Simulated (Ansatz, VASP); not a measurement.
## MgO in VASP and in Ansatz

INCAR

```
PREC     = Accurate       # precision mode
ENCUT    = 520            # plane-wave cutoff, eV
EDIFF    = 1E-6           # SCF threshold, eV
ISMEAR   = 0              # smearing method
SIGMA    = 0.05           # smearing width, eV
LREAL    = False          # projectors in reciprocal space
LASPH    = True           # aspherical terms in the spheres
NELM     = 100            # most SCF steps
ALGO     = Normal         # electronic algorithm
ISIF     = 2              # what is computed and relaxed
LWAVE    = False          # write WAVECAR
LCHARG   = True           # write CHGCAR
GGA      = PS             # functional
LELF     = True           # ELF
LVHAR    = True         
NBANDS   = 16             # bands
```

Contents of KPOINTS:

```
regular mesh
0
Gamma
  8 8 6
```

The input POSCAR:

```
MgO
1.0
    0.0000000000     -2.1071057205     -2.1071057205
    0.0000000000      2.1071057205     -2.1071057205
    4.2142114411      0.0000000000      0.0000000000
Mg O
2 2
Direct
    0.4555076904      0.5444923096      0.5000000000
    0.0444923096     -0.0444923096      0.0000000000
    0.5249335490      0.4750664510      0.0000000000
   -0.0249335490      0.0249335490      0.5000000000
```

Input for Ansatz:

```yaml
crystal:
  lattice:
    - [0.0, -2.1071057205, -2.1071057205]
    - [0.0, 2.1071057205, -2.1071057205]
    - [4.2142114411, 0.0, 0.0]
  atoms:
    - { symbol: Mg, position: [0.4555076904, 0.5444923096, 0.5] }
    - { symbol: Mg, position: [0.0444923096, -0.0444923096, 0.0] }
    - { symbol: O, position: [0.524933549, 0.475066451, 0.0] }
    - { symbol: O, position: [-0.024933549, 0.024933549, 0.5] }
basis:
  ecutwfc: 420
kpoints:
  mp_grid: { grid: [8, 8, 6] }
hamiltonian:
  xc: pbesol
scf:
  occupations: { method: gaussian, width: 0.05 }
output:
  forces: true
  stress: true
  eigenvalues: true
```

Change from the starting cell: mode 4 (284.4 1/cm) frozen in, largest displacement +0.188 Å.

Alike in both runs: task single point; functional PBEsol; k mesh 8 × 8 × 6; occupations gaussian, width 0.05 eV; no spin polarisation.

|  | VASP | Ansatz |
| --- | --- | --- |
| version | VASP 6.6.1 | Ansatz 0.2.0 |
| potentials or method | VASP PAW PBE potentials, release 64 (Mg, O) | scalar-relativistic, plane waves, PAW |
| plane-wave cutoff (eV) | 520 | 420 |
| valence electrons in the cell | 16 | 32 |

```csv
,VASP,Ansatz,Ansatz less VASP
gap on the k mesh at the Fermi level (eV),4.45,4.45,-0.001
least direct gap on the mesh (eV),4.45,4.45,-0.001
pressure (GPa),0.5,1.0,+0.50
largest component of the traceless stress (GPa),2.82,2.79,-0.030
rms of the force components (eV/Å),0.612,0.606,-0.0058
```

Atom by atom the forces differ by 0.006 eV/Å (rms over components). The two sets of potentials don't hold the same shells in valence.

Caveats: the PAW data sets were made with another functional, which shifts forces and pressure a little (VASP).
